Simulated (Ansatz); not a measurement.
A run of Ansatz 0.2.0 is set up as follows.

File input.yaml:

```yaml
crystal:
  lattice:
    - [-1.6, 1.6, 3.9305]
    - [1.6, -1.6, 3.9305]
    - [1.6, 1.6, -3.9305]
  atoms:
    - { symbol: Mo, position: [0.0, 0.0, 0.0] }
    - { symbol: Si, position: [0.667, 0.667, 0.0] }
    - { symbol: Si, position: [0.333, 0.333, 0.0] }
hamiltonian:
  xc: pbesol
  pseudopotentials: { kind: paw }
kpoints:
  mp_grid: { grid: [10, 10, 10] }
scf:
  occupations: { method: fermi_dirac, width: 0.05 }
phonons:
  method: dfpt
```

Potentials or basis: Ansatz PAW.

The run is started by

```sh
$ ansatz run input.yaml --threads 2 --pin off --max-ram 5632MiB --backend cpu --events-out ev --progress --plain --runs-dir out
```

Task: Estimate the highest phonon frequency at Γ.

Result: 412 cm⁻¹.

Task: Estimate the band gap on the k mesh.

Result: None (metal or under the smearing width).

Phonon frequencies in cm⁻¹ (negative: imaginary):
```
              q point                    frequencies
(0.000, 0.000, 0.000)  0 0 0 266 266 312 330 330 412
```
